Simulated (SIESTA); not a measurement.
CO2:

```
O C
1.0
     5.62000    0.00000    0.00000
     0.00000    5.62000    0.00000
     0.00000    0.00000    5.62000
O C
8 4
Direct
  0.16700 0.33300 0.66700
  0.33300 0.66700 0.16700
  0.66700 0.16700 0.33300
  0.83300 0.83300 0.83300
  0.83300 0.66700 0.33300
  0.66700 0.33300 0.83300
  0.33300 0.83300 0.66700
  0.16700 0.16700 0.16700
  0.00000 0.50000 0.50000
  0.50000 0.50000 0.00000
  0.50000 0.00000 0.50000
  0.00000 0.00000 0.00000
```

| Quantity | Value |
| --- | --- |
| Program | SIESTA 5.4.2 |
| Task | single point |
| Functional | PBE |
| Potentials or basis | PseudoDojo 0.4 standard (PBE files) |
| Basis | DZP (energy shift 0.003 Ry) |
| Grid cutoff | 800 Ry |
| Energy shift | 0.003 Ry |
| k mesh | 5 × 5 × 5 |
| Occupations | fermi-dirac, width 0.05 eV |
| Spin | no spin polarisation |

On this cell: pressure -37.1 GPa; largest force 9.625 eV/Å; band gap on the k mesh 1.27 eV, direct.

The same run follows on a disturbed copy (atoms moved at random, drawn with an rms of 0.05 Å):

```xyz
12
Lattice="5.6200 0.0000 0.0000 0.0000 5.6200 0.0000 0.0000 0.0000 5.6200" Properties=species:S:1:pos:R:3 pbc="T T T"
O     0.9415    1.9028    3.7467
O     1.8799    3.7353    0.9105
O     3.7890    0.9070    1.8013
O     4.6285    4.7212    4.7005
O     4.6872    3.7447    1.8962
O     3.6715    1.8666    4.7430
O     1.8867    4.6399    3.7413
O     0.9092    0.8740    0.9460
C    -0.0206    2.8095    2.7486
C     2.8457    2.7693    0.0356
C     2.8661   -0.0079    2.7730
C    -0.0366   -0.0195    0.0290
```

Q: What changes?

A: The energy moves by -112.3 meV/atom; pressure -36.9 GPa; largest force 10.530 eV/Å; band gap on the k mesh 1.28 eV, indirect (least direct gap 1.31 eV).

Forces on the atoms (eV/Å):
```
O   -5.480  5.058 -5.648
O    5.717 -5.723 -5.087
O   -5.498 -5.412  5.859
O    5.841  5.373  5.785
O    5.969 -6.183  5.582
O   -5.641  6.270  6.305
O    5.264  5.231 -5.202
O   -5.923 -5.542 -5.745
C   -0.412  1.045  0.035
C   -0.100 -0.476 -1.238
C    0.104  0.168 -0.544
C    0.159  0.192 -0.102
```

Stress tensor (GPa, compression positive):
```
-37.33   0.53  -0.77
  0.53 -36.34  -0.26
 -0.77  -0.26 -37.08
```

Caveats: an odd mesh through Γ misses points on the zone boundary, where band edges often lie; the basis of atomic orbitals isn't converged, which shifts pressures, moduli and gaps; a pressure of tens of GPa on the cell as given is suspect, and the run, the potentials or the cell itself is likely at fault (some runs); forces of over 1 eV/Å show positions far from the minimum, so gaps and moduli don't describe the material at rest (some runs); the cell as given lies far from equilibrium (some runs).
